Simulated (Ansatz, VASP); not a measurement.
## Cl in VASP and in Ansatz

The input INCAR:

```
ALGO = Normal
EDIFF = 1E-6
ENCUT = 520
ISIF = 2
ISMEAR = -1
LASPH = True
LCHARG = False
LREAL = False
LWAVE = False
NBANDS = 14
NELM = 80
PREC = Accurate
SIGMA = 0.1
```

The input KPOINTS:

```
k-points
0
Gamma
  15 15 8
```

File POSCAR:

```
Cl
1.0
    2.5028999274      0.0000000000      0.0000000000
   -1.2514499637      2.1675749203      0.0000000000
    0.0000000000      0.0000000000      3.7353848629
Cl
2
Direct
    0.3333333333      0.6666666667      0.2500000000
    0.6666666667      0.3333333333      0.7500000000
```

Input for Ansatz:

```yaml
crystal:
  lattice:
    - [2.5028999274, 0.0, 0.0]
    - [-1.2514499637, 2.1675749203, 0.0]
    - [0.0, 0.0, 3.7353848629]
  atoms:
    - { symbol: Cl, position: [0.3333333333, 0.6666666667, 0.25] }
    - { symbol: Cl, position: [0.6666666667, 0.3333333333, 0.75] }
kpoints:
  mp_grid: { grid: [15, 15, 8] }
scf:
  occupations: { method: fermi_dirac, width: 0.1 }
hamiltonian:
  xc: lda
  pseudopotentials: { kind: all_electron, lapw: { basis_error: 0.001 } }
output:
  forces: true
  stress: true
  eigenvalues: true
  populations: true
```

Change from the starting cell: volume scaled by 0.52, LAPW.

Alike in both runs: task single point; functional LDA; k mesh 15 × 15 × 8; occupations fermi-dirac, width 0.1 eV; no spin polarisation.

|  | VASP | Ansatz |
| --- | --- | --- |
| version | VASP 6.6.1 | Ansatz 0.2.0 |
| potentials or method | VASP PAW LDA potentials, release 64 (Cl) | all-electron LAPW, scalar-relativistic |
| plane-wave cutoff (eV) | 520 | see its input |

```tsv
	VASP	Ansatz	Ansatz less VASP
pressure (GPa)	124.1	124.9	+0.81
largest component of the traceless stress (GPa)	0.13	0.13	-0.005
```

Ansatz ran all-electron here, so the differences hold the error of VASP's frozen core and of both bases.

Caveats: the cell as given lies far from equilibrium; so large a pressure means that the cell lies far from this level's equilibrium, or that cutoff or potentials fall short (VASP).
